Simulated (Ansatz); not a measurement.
A single-point run of Ansatz (plane waves, PAW) on ZnO built on the wurtzite prototype, with the lines that name the functional removed. The cell was relaxed with r2SCAN and then strained (uniaxial +1.0 % along z, other directions held), with the atoms relaxed again with r2SCAN; k points keep the names of the unstrained zone.

```yaml
crystal:
  lattice:
    - [3.23534, 0.00000, 0.00000]
    - [-1.61767, 2.80189, 0.00000]
    - [0.00000, 0.00000, 5.26306]
  atoms:
    - { symbol: Zn, position: [0.33333, 0.66667, 0.99897] }
    - { symbol: Zn, position: [0.66667, 0.33333, 0.49897] }
    - { symbol: O, position: [0.33333, 0.66667, 0.37603] }
    - { symbol: O, position: [0.66667, 0.33333, 0.87603] }
```

```
scf.n_extra_bands = 5 over 18 filled bands (N_el = 36.0): the run solves 23 bands
Pseudopotential: Zn, paw, valence charge 12, recommended cutoff 420 eV
Pseudopotential: O, paw, valence charge 6, recommended cutoff 420 eV
Crystal: 4 atoms, lattice volume = 47.710 Å³
Basis set: ecut = 420 eV, 941 PW (Γ)
Symmetry: 12 space group operations
Space group: P63mc (ITA 186)
k-points: 21 of 144 (time reversal used)
[warm-up without exact exchange]
SCF 1 stopped early in 3 iterations: F = -7773.679852 eV  dr2 = 1.27e-5
[exact exchange on]
SCF 2 stopped early in 7 iterations: F = -7773.413977 eV  dr2 = 1.84e-6
hybrid outer 1: dexx = +2.443e-2 eV, tail = 9.24e-5 eV
SCF 3 converged in 5 iterations: F = -7773.412692 eV  dr2 = 4.93e-9
hybrid outer 2: dexx = +1.537e-6 eV, tail = 4.03e-8 eV, Δε = 5.12e-3 eV, ΔF = 7.02e-4 eV/Å
hybrid SCF converged: 2 outer / 12 inner (+3 warm-up)
Free energy (F): -7773.412692 eV
Fermi energy:    5.912210 eV
--- Per-component energies (eV) ---
  E_band       = -9.245694
  E_kinetic    = 613.028944
  E_local      = -4026.977023
  E_nonlocal   = 1341.611051
  E_hartree    = 1665.739281
  E_xc         = -333.960836
  E_vxc        = -230.596017
  E_exx        = -122.707675
  E_paw        = -3950.682845
  E_vpaw       = -792.383732
  E_ewald      = -2960.695798
  E_core_change = 1.228014
--- Forces (eV/Å), atoms counted from 1 ---
  atom   1  Zn      0.00000      0.00000    -0.01547
  atom   2  Zn      0.00000      0.00000    -0.01547
  atom   3  O       0.00000      0.00000      0.01543
  atom   4  O       0.00000      0.00000      0.01543
--- Stress (GPa, compression-positive) ---
        0.617366       0.000000       0.000000
        0.000000       0.617366       0.000000
        0.000000       0.000000      -0.696567
  P = ⅓ Tr σ = 0.1794 GPa (1.794 kbar)
--- Band table (eV; the first three rows and the last of 21) ---
  k-point 0: bands = […, 0.9133, 5.0775, 5.0775, 5.8318, 5.9122, 5.9122, 8.4080, 13.1894, 16.1157, 21.0601, …]
  k-point 1: bands = […, 1.8689, 4.9088, 5.2018, 5.2018, 5.7919, 5.7919, 9.4503, 12.5857, 16.6262, 20.2319, …]
  k-point 2: bands = […, 3.3846, 3.3846, 5.4987, 5.4987, 5.4987, 5.4987, 11.1529, 11.1529, 18.0421, 18.0421, …]
  k-point 20: bands = […, 1.7390, 1.7390, 2.9937, 2.9937, 4.5835, 4.5835, 15.7494, 15.7494, 15.9244, 15.9244, …]
```

bands.tsv, columns around the gap (it counts bands from 0):
```tsv
# k_distance	band_13	band_14	band_15	band_16	band_17	band_18	band_19	band_20	band_21
# fermi_ev = 5.912210
# [0, 0, 0] at k_distance = 0.000000
# [0.5, 0, 0] at k_distance = 1.121242
# [0.3333333333, 0.3333333333, 0] at k_distance = 1.768591
# [0, 0, 0.5] at k_distance = 3.194266
# [0.5, 0, 0.5] at k_distance = 4.315507
# [0.3333333333, 0.3333333333, 0.5] at k_distance = 4.962857
# levels_relative_to = fermi_ev
0.000	-0.835	-0.835	-0.080	0.000	0.000	2.496	7.277	10.204	15.148
1.121	-3.762	-3.049	-2.336	-1.415	-0.860	7.809	8.708	9.328	10.877
1.769	-3.894	-3.894	-2.096	-2.096	-1.844	9.311	9.948	9.948	10.083
3.194	-2.528	-0.414	-0.414	-0.414	-0.414	5.241	5.241	12.130	12.130
4.316	-4.354	-1.571	-1.571	-1.489	-1.489	7.528	7.528	10.700	10.700
4.963	-4.173	-2.919	-2.919	-1.329	-1.329	9.837	9.837	10.012	10.012
```
In order the rows are Γ, M, K, A, L, H.

Problem. Which functional gave these numbers?
A. Hartree-Fock
B. HSE06
C. LC-ωPBE
D. DDH-PBE0

Solution. B. HSE06. The exchange loop and the term E_exx show exact exchange. With HSE06 the gap is 2.50 eV and direct, at Γ. Among hybrids the size of the gap and of E_exx follows the share and range of exact exchange. The stress of a hybrid is loosely converged here. The log narrows the family; the member has to be judged from the numbers.

It took 28 s on 1 × NVIDIA H100 80GB HBM3 with 2 threads of AMD EPYC 7R13 Processor (Zen 3) (shared host); peak host memory 2.3 GiB.

(Simulation; spin polarisation is off.)

The meshes of the hybrids are coarse, so their gaps aren't converged to the digits shown.
